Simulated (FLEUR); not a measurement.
# Bi (C2/m) in FLEUR: a series of runs, part 2 of 2

FLEUR MaX-R8.1 (later development tree). Earlier steps stand in the parts before.

### 6 Equation of state, SCAN, 35.39 Å³/atom (volume scaled by 1.04)

inp.xml

```xml
<?xml version="1.0" encoding="UTF-8" standalone="no"?>
<fleurInput fleurInputVersion="0.39">
   <comment>
      Bi                                                                                                  
   </comment>
   <calculationSetup>
      <cutoffs Kmax="4.1" Gmax="12.7" GmaxXC="12.7" numbands="0"/>
      <scfLoop itmax="80" minDistance="0.0001" maxIterBroyd="30" imix="Anderson" alpha="0.05" precondParam="0.0" spinf="2.0" sdNocoIR="T"/>
      <coreElectrons ctail="F" frcor="F" kcrel="0" coretail_lmax="0"/>
      <xcFunctional name="LibXC" relativisticCorrections="F">
         <LibXCName exchange="mgga_x_scan" correlation="mgga_c_scan"/>
         <AuxGGA exchange="117" correlation="130"/>
      </xcFunctional>
      <magnetism jspins="1"/>
      <soc l_soc="F" theta="0.0" phi="0.0" spav="F"/>
      <expertModes spex="0" secvar="F"/>
      <geometryOptimization l_f="F" forcealpha="1.0" forcemix="BFGS" epsdisp="0.00001" epsforce="0.00001"/>
      <ldaU l_linMix="F" mixParam="0.05" spinf="1.0"/>
   </calculationSetup>
   <cell>
      <bzIntegration valenceElectrons="42.0" mode="hist" fermiSmearingEnergy="0.00183747">
         <kPointListSelection listName="default-1"/>
         <!-- k-points included here -->
         <xi:include xmlns:xi="http://www.w3.org/2001/XInclude" href="kpts.xml"> </xi:include>
      </bzIntegration>
      <!-- symmetry operations included here -->
      <xi:include xmlns:xi="http://www.w3.org/2001/XInclude" href="sym.xml"> </xi:include>
      <bulkLattice scale="1.0131594038">
         <bravaisMatrix>
            <row-1>    6.5924947788273105    -5.9197144839472182     0.0000000000000000</row-1>
            <row-2>    6.5924947788273105     5.9197144839472182     0.0000000000000000</row-2>
            <row-3>   -2.3814990026352807     0.0000000000000000     5.8837567752483295</row-3>
         </bravaisMatrix>
      </bulkLattice>
   </cell>
   <atomSpecies>
      <species name="Bismuth (Bi)" element="Bi" atomicNumber="83">
         <mtSphere radius="2.66" gridPoints="879" logIncrement="0.015"/>
         <atomicCutoffs lmax="10" lnonsphr="10"/>
         <electronConfig flipSpins="F">
            <coreConfig>(1s1/2) (2s1/2) (2p1/2) (2p3/2) (3s1/2) (3p1/2) (3p3/2) (4s1/2) (3d3/2) (3d5/2) (4p1/2) (4p3/2) (5s1/2) (4d3/2) (4d5/2) (4f5/2) (4f7/2)</coreConfig>
            <valenceConfig>(5p1/2) (5p3/2) (6s1/2) (5d3/2) (5d5/2) (6p1/2) (6p3/2)</valenceConfig>
            <stateOccupation state="(6p1/2)" spinUp="0.500000" spinDown="0.500000"/>
            <stateOccupation state="(6p3/2)" spinUp="1.000000" spinDown="1.000000"/>
         </electronConfig>
         <energyParameters s="6" p="6" d="5" f="5"/>
         <lo type="SCLO" l="1" n="5" eDeriv="0"/>
         <lo type="SCLO" l="1" n="5" eDeriv="1"/>
         <lo type="SCLO" l="0" n="6" eDeriv="2"/>
         <lo type="SCLO" l="2" n="5" eDeriv="2"/>
         <lo type="SCLO" l="3" n="5" eDeriv="2"/>
      </species>
   </atomSpecies>
   <atomGroups>
      <atomGroup species="Bismuth (Bi)">
         <relPos label="                   1">-.2469390000 -.2469390000 -.1426180000</relPos>
         <relPos label="                   2">.2469390000 .2469390000 .1426180000</relPos>
         <force calculate="T" relaxXYZ="TTT"/>
      </atomGroup>
   </atomGroups>
   <output dos="F" band="F" slice="F">
      <checks vchk="F" cdinf="F"/>
      <bandDOS minEnergy="-.5*Htr" maxEnergy="0.5*Htr" sigma="0.015" storeEVData="T"/>
      <vacuumDOS vacdos="F" integ="F" star="F" nstars="0" locx1="0.0" locy1="0.0" locx2="0.0" locy2="0.0" nstm="0" tworkf="0.0"/>
      <unfoldingBand unfoldBand="F" supercellX="1" supercellY="1" supercellZ="1"/>
      <plotting iplot="0" polar="F">
         <plot TwoD="T" vec1="  1.0  0.0  0.0" vec2="  0.0  1.0  0.0" vec3="  0.0  0.0  1.0" zero="  0.0  0.0  0.0" file="plot"/>
      </plotting>
      <chargeDensitySlicing numkpt="0" minEigenval="0.0" maxEigenval="0.0" nnne="0" pallst="F"/>
      <specialOutput eonly="F"/>
      <moessbauerParams electricFieldGradient="T" isomerShift="T" coreHyperfine="T" valenceHyperfine="T"/>
      <magneticCircularDichroism mcd="F" energyLo="-10.0" energyUp="0.0"/>
   </output>
  <!-- We include the file relax.xml here to enable relaxations (see documentation) -->
  <xi:include xmlns:xi="http://www.w3.org/2001/XInclude" href="relax.xml"> <xi:fallback/> </xi:include>
</fleurInput>
```

Potentials or basis: all-electron, FLAPW.

Command:

```console
$ inpgen -f crystal.txt -profile fastHighL
$ # inp.xml edited to the form shown
$ fleur_MPI
```

Wall time 3.7 min (1 thread of Arm Neoverse V2, shared host); peak memory 0.15 GiB.

The run converged. Its results:

```
Free energy                                           : -1174432.5488 eV
Band gap on the k mesh                                : none (metal or under the smearing width)
Valence electrons inside the program's atomic spheres : Bi 18.81 (radii Bi 2.66 bohr)
```

Caveat: the meta-GGA is that of a development version, with a GGA for the radial functions and cores and without core tails; spin-orbit coupling is left out, which moves the levels of the heavy elements.

### 7 Equation of state, SCAN, 36.07 Å³/atom (volume scaled by 1.06)

inp.xml: that of step 6 with these lines changed.

```diff
@@ -27,3 +27,3 @@
       <xi:include xmlns:xi="http://www.w3.org/2001/XInclude" href="sym.xml"> </xi:include>
-      <bulkLattice scale="1.0131594038">
+      <bulkLattice scale="1.0196128224">
          <bravaisMatrix>
```

Command:

```console
$ inpgen -f crystal.txt -profile fastHighL
$ # inp.xml edited to the form shown
$ fleur_MPI
```

Wall time 4 min (1 thread of Arm Neoverse V2, shared host); peak memory 0.15 GiB.

Results (log left out):

```yaml
Free_energy: -1174432.5182 eV
Band_gap_on_the_k_mesh: none (metal or under the smearing width)
Valence_electrons_inside_the_program's_atomic_spheres: Bi 18.80 (radii Bi 2.66 bohr)
```

Caveat: the meta-GGA is that of a development version, with a GGA for the radial functions and cores and without core tails; spin-orbit coupling is left out, which moves the levels of the heavy elements.

### 8 Equation of state, SCAN

No new run: the results of the series are fitted here.

Results:

```
Equilibrium volume                        : 32.98 Å³/atom
Bulk modulus at fixed shape and positions : 54 GPa
```

Energy against volume, from the lowest point:
```tsv
volume (Å³/atom)	energy (meV/atom)
31.984	4.92
32.665	0.00
34.026	4.72
35.387	25.48
36.067	40.79
```

Caveat: the meta-GGA is that of a development version, with a GGA for the radial functions and cores and without core tails; the cell was scaled at fixed shape and fractional positions, which overstates the stiffness of a crystal with free parameters, most of all of layers and chains; spin-orbit coupling is left out, which moves the levels of the heavy elements.
